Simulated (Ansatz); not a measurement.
**Tl (fcc): energy against volume**

These are results of DFT, PBEsol, plane waves (420 eV) with PAW, scalar-relativistic in Ansatz 0.2.0, not measurements. The PAW files were generated under PBE, with cores re-solved for the functional.

The cell is scaled uniformly from the relaxed one, with fractional coordinates and shape fixed. Energies are extrapolated to zero smearing, pressures are those at the given smearing. Magnetic state: spin not included.

A Birch-Murnaghan fit gives V₀ = 28.37 Å³/atom, B₀ = 37 GPa, B₀′ = 5.3.

Question: What are the energy above the minimum and the pressure at 25.021 Å³/atom?

Answer: 60.0 meV/atom and 6.59 GPa as computed.

Question: What are the energy above the minimum and the pressure at 26.158 Å³/atom?

Answer: 23.8 meV/atom and 3.79 GPa as computed.

Question: What are the energy above the minimum and the pressure at 31.845 Å³/atom?

Answer: 39.0 meV/atom and -3.09 GPa as computed.
